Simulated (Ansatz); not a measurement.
# AlN (P6_3mc), clamped-ion strain scan

The calculation used Ansatz 0.2.0, DFT PBE, scalar-relativistic, plane waves, PAW. The runs took a 420 eV cutoff, a Γ-centred 12×12×6 mesh and Gaussian smearing (0.05 eV). No spin polarisation. Energies are free energies at this smearing, counted from the undisturbed cell; pressure is positive in compression.

The starting cell (relaxed at this level):

```
Al N
1.0
     3.13024    0.00000    0.00000
    -1.56512    2.71087    0.00000
     0.00000    0.00000    5.01798
Al N
2 2
Direct
  0.33333 0.66667 0.00173
  0.66667 0.33333 0.50173
  0.33333 0.66667 0.38327
  0.66667 0.33333 0.88327
```

The cell is strained by ε times the Voigt pattern (0, 0, 0, 0, 1, 0) (xx, yy, zz, yz, xz, xy; engineering shear) with fractional coordinates fixed.

```
      ε  ΔE (meV/atom)
-0.0600           14.8
-0.0300            3.7
 0.0000            0.0
 0.0075            0.2
 0.0150            0.9
 0.0225            2.1
 0.0375            5.8
 0.0450            8.3
 0.0525           11.4
```

Question: Predict the pressure (GPa) at each point.

Answer:
```csv
ε,pressure (GPa)
-0.0600,0.3
-0.0300,0.1
0.0000,0.0
0.0075,0.0
0.0150,0.0
0.0225,0.0
0.0375,0.1
0.0450,0.1
0.0525,0.2
```

Cost: 9 runs of about 1.8 core-minutes in all, on Arm Neoverse V1 (shared hosts).